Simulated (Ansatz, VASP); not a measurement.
Two plane-wave programs on LiCl

INCAR

```
SYSTEM = LiCl
ALGO     = Normal         ! electronic algorithm
EDIFF    = 1E-7           ! SCF threshold, eV
EDIFFG   = -0.005         ! ionic threshold
ENCUT    = 600            ! plane-wave cutoff, eV
GGA      = PE             ! functional
IBRION   = 2              ! ionic algorithm
ISIF     = 3              ! what is computed and relaxed
ISMEAR   = -1             ! smearing method
LASPH    = .True.         ! aspherical terms in the spheres
LCHARG   = .False.        ! write CHGCAR
LREAL    = .False.        ! projectors in reciprocal space
LWAVE    = .False.        ! write WAVECAR
NELM     = 80             ! most SCF steps
NSW      = 100            ! ionic steps
PREC     = Accurate       ! precision mode
SIGMA    = 0.05           ! smearing width, eV
```

KPOINTS

```
k-points
0
Gamma
  11 11 11
  0 0 0
```

Contents of POSCAR:

```
LiCl
1.0
    0.0000000000      2.6306304567      2.6306304567
    2.6306304567      0.0000000000      2.6306304567
    2.6306304567      2.6306304567      0.0000000000
Li Cl
1 1
Direct
    0.0000000000      0.0000000000      0.0000000000
    0.2500000000      0.2500000000      0.2500000000
```

Input for Ansatz:

```yaml
crystal:
  lattice:
    - [0.0, 2.6306304567, 2.6306304567]
    - [2.6306304567, 0.0, 2.6306304567]
    - [2.6306304567, 2.6306304567, 0.0]
  atoms:
    - { symbol: Li, position: [0.0, 0.0, 0.0] }
    - { symbol: Cl, position: [0.25, 0.25, 0.25] }
kpoints:
  mp_grid: { grid: [11, 11, 11] }
scf:
  occupations: { method: fermi_dirac, width: 0.05 }
hamiltonian:
  xc: pbe
  pseudopotentials: { kind: paw }
output:
  forces: true
  stress: true
relax:
  f_tol: 0.005
  max_steps: 80
  cell: {}
```

Alike in both runs: task relaxation of cell and atoms; functional PBE; k mesh 11 × 11 × 11; occupations fermi-dirac, width 0.05 eV; no spin polarisation.

```csv
,VASP,Ansatz
version,VASP 6.6.1,Ansatz 0.2.0
potentials or method,"VASP PAW PBE potentials, release 64 (Li_sv, Cl)","PAW with Ansatz's default frozen-core files, scalar-relativistic"
plane-wave cutoff (eV),600,420
valence electrons in the cell,10,10
```

```csv
,VASP,Ansatz,Ansatz less VASP
relaxed volume (Å³/atom),20.91,20.98,+0.066
relaxed cell length with the largest relative difference (Å),3.896,3.900,+0.0041
energy change over the relaxation (meV/atom),-34,-35,-1.1
```

Caveats: the cutoff is under 1.25 times the usual one of these potentials, so pressure, stress and relaxed cells hold a basis-set (Pulay) error (VASP). A k mesh can miss the band edges.
